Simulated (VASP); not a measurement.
A run of VASP 6.6.1 is set up as follows.

File POSCAR:

```
HgSe
1.0
    0.0000000000      3.0390000000      3.0390000000
    3.0390000000      0.0000000000      3.0390000000
    3.0390000000      3.0390000000      0.0000000000
Hg Se
1 1
Direct
    0.0000000000      0.0000000000      0.0000000000
    0.7500000000      0.7500000000      0.7500000000
```

The input INCAR.step1:

```
  PREC = Accurate
  ENCUT = 520
  EDIFF = 1E-5
  ISMEAR = -1
  SIGMA = 0.05
  LREAL = F
  LASPH = T
  NELM = 80
  ALGO = Normal
  ISIF = 2
  LWAVE = T
  LCHARG = F
  MAGMOM = 0 0 0 0 0 0
  LORBIT = 11
  LSORBIT = T
  GGA_COMPAT = F
  GGA = PE
```

File INCAR.step2:

```
  PREC = Accurate
  ENCUT = 520
  EDIFF = 1E-6
  ISMEAR = -1
  SIGMA = 0.05
  LREAL = F
  LASPH = T
  NELM = 80
  ALGO = Normal
  ISIF = 2
  LWAVE = F
  LCHARG = F
  MAGMOM = 0 0 0 0 0 0
  LORBIT = 11
  LSORBIT = T
  GGA_COMPAT = F
  GGA = PE
  LHFCALC = T
  HFSCREEN = 0.2
  PRECFOCK = Fast
  ISTART = 1
```

Contents of KPOINTS:

```
Automatic mesh
0
Gamma
  4 4 4
```

Potentials or basis: VASP PAW PBE potentials, release 64 (Hg, Se).

Launch:

```console
$ cat potpaw_PBE.64/Hg/POTCAR potpaw_PBE.64/Se/POTCAR > POTCAR
$ cp INCAR.step1 INCAR
$ mpirun -np 1 vasp_ncl > vasp.out
$ cp INCAR.step2 INCAR
$ mpirun -np 1 vasp_ncl > vasp.out
```

Task: Predict the pressure.

Result: 3.0 GPa.

Caveat: the k mesh is coarse (spacing up to 0.45 Å⁻¹), so the values aren't converged, least of all with exact exchange; the PAW data sets were made with another functional, which shifts forces and pressure a little.
